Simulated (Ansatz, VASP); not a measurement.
One calculation of MnO2, two programs

File INCAR:

```
ALGO     = Normal         # electronic algorithm
EDIFF    = 1E-7           # SCF threshold, eV
ENCUT    = 520            # plane-wave cutoff, eV
GGA      = PE             # functional
ISIF     = 2              # what is computed and relaxed
ISMEAR   = -1             # smearing method
ISPIN    = 2              # spin polarisation
LASPH    = T              # aspherical terms in the spheres
LCHARG   = F              # write CHGCAR
LMAXMIX  = 4              # l up to which the mixer works
LORBIT   = 11             # projections on sites
LREAL    = F              # projectors in reciprocal space
LWAVE    = F              # write WAVECAR
MAGMOM   = 4 4 0 0 0 0    # initial moments
NBANDS   = 38             # bands
NELM     = 120            # most SCF steps
PREC     = Accurate       # precision mode
SIGMA    = 0.05           # smearing width, eV
```

KPOINTS

```
k-points
0
Gamma
  9 7 5
```

The input POSCAR:

```
MnO2
1.0
    2.9041580000      0.0000000000      0.0000000000
    0.0000000000      3.8448100000      0.0000000000
    0.0000000000      0.0000000000      6.1642640000
Mn O
2 4
Direct
    0.4950450000      0.5019900000      0.3412590000
    0.0215100000      0.0018730000      0.6576710000
    0.5015720000      0.0128910000      0.8411270000
    0.0000970000      0.5004760000      0.1666850000
    0.4855130000      0.0048030000      0.4261520000
    0.0006100000      0.5051970000      0.5796230000
```

input.yaml

```yaml
crystal:
  lattice:
    - [2.904158, 0.0, 0.0]
    - [0.0, 3.84481, 0.0]
    - [0.0, 0.0, 6.164264]
  atoms:
    - { symbol: Mn, position: [0.495045, 0.50199, 0.341259], spin: 4.0 }
    - { symbol: Mn, position: [0.02151, 0.001873, 0.657671], spin: 4.0 }
    - { symbol: O, position: [0.501572, 0.012891, 0.841127] }
    - { symbol: O, position: [9.7e-05, 0.500476, 0.166685] }
    - { symbol: O, position: [0.485513, 0.004803, 0.426152] }
    - { symbol: O, position: [0.00061, 0.505197, 0.579623] }
hamiltonian:
  xc: pbe
  pseudopotentials: { kind: paw }
magnetization:
  spin_polarized: true
kpoints:
  mp_grid: { grid: [9, 7, 5] }
scf:
  occupations: { method: fermi_dirac, width: 0.05 }
output:
  forces: true
  stress: true
  eigenvalues: true
  write_density: true
  write_potential: true
  elf: true
  volumetric_format: npy
```

Change from the starting cell: atoms moved at random, drawn with an rms of 0.05 Å.

Alike in both runs: task single point; functional PBE; k mesh 9 × 7 × 5; occupations fermi-dirac, width 0.05 eV; collinear spin, ferromagnetic start.

|  | VASP | Ansatz |
| --- | --- | --- |
| version | VASP 6.6.1 | Ansatz 0.2.0 |
| potentials or method | VASP PAW PBE potentials, release 64 (Mn_pv, O) | Ansatz PAW |
| plane-wave cutoff (eV) | 520 | 420 |
| valence electrons in the cell | 50 | 54 |

```tsv
	VASP	Ansatz	Ansatz less VASP
gap on the k mesh at the Fermi level (eV)	none	none	-
pressure (GPa)	-5.4	-6.2	-0.80
largest component of the traceless stress (GPa)	2.87	3.32	+0.452
rms of the force components (eV/Å)	0.358	0.370	+0.0125
net moment per atom (μB)	1.00	1.00	0.000
size of the moment on the site where the two differ most (μB)	2.79	2.38	-0.410
```

Site moments also hang on the region over which each program counts them. Atom by atom the forces differ by 0.051 eV/Å (rms over components). A gap of «none» marks a metal or a gap that the smearing closes. The two sets of potentials don't hold the same shells in valence.

Caveats: semilocal functionals often make such compounds metallic where correlation or magnetic order opens a gap, which also shifts bond lengths; only a ferromagnetic start was run, and an antiferromagnetic order may lie lower in energy; the pressure holds a Pulay correction of +0.7 GPa for the finite cutoff (Ansatz).
